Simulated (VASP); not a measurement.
Write the native input for VASP 6.6.1 that does the following.

```
Task                   : single point
Functional             : PBE
Potentials or basis    : VASP PAW PBE potentials, release 64 (Ti_sv, B)
Cutoff                 : 520 eV
k mesh                 : 7 × 7 × 6
Occupations            : fermi-dirac, width 0.0451 eV
Spin                   : no spin polarisation
Dipole correction      : no
Further INCAR settings : ALGO = Normal; EDIFF = 1e-06; NBANDS = 16
```

The structure of TiB2 lies in POSCAR:

```
TiB2
1.0
    1.5219630000      2.6361120000      0.0000000000
   -1.5219630000      2.6361120000      0.0000000000
    0.0000000000      0.0000000000      3.2440940000
Ti B
1 2
Direct
    0.0000000000      0.0000000000      0.0000000000
    0.3333000000      0.3334000000      0.5000000000
    0.6666000000      0.6667000000      0.5000000000
```

The input as run:

INCAR

```
PREC = Accurate
ENCUT = 520
EDIFF = 1E-6
ISMEAR = -1
SIGMA = 0.0451
LREAL = False
LASPH = True
NELM = 60
ALGO = Normal
ISIF = 2
LWAVE = False
LCHARG = True
GGA = PE
LELF = True
LVHAR = True
NBANDS = 16
```

KPOINTS

```
regular mesh
0
Gamma
  7 7 6
```

Potentials or basis: VASP PAW PBE potentials, release 64 (Ti_sv, B).

Launch:

```console
$ cat potpaw_PBE.64/Ti_sv/POTCAR potpaw_PBE.64/B/POTCAR > POTCAR
$ mpirun -np 1 vasp_std > vasp.out
```

Results of the run:

```
Pressure               : -3.2 GPa
Band gap on the k mesh : none (metal or under the smearing width)
```

Run time: 16 s on 1 thread of AMD EPYC 9R45 (Zen 5), with other jobs on the host, peak memory 0.12 GiB.
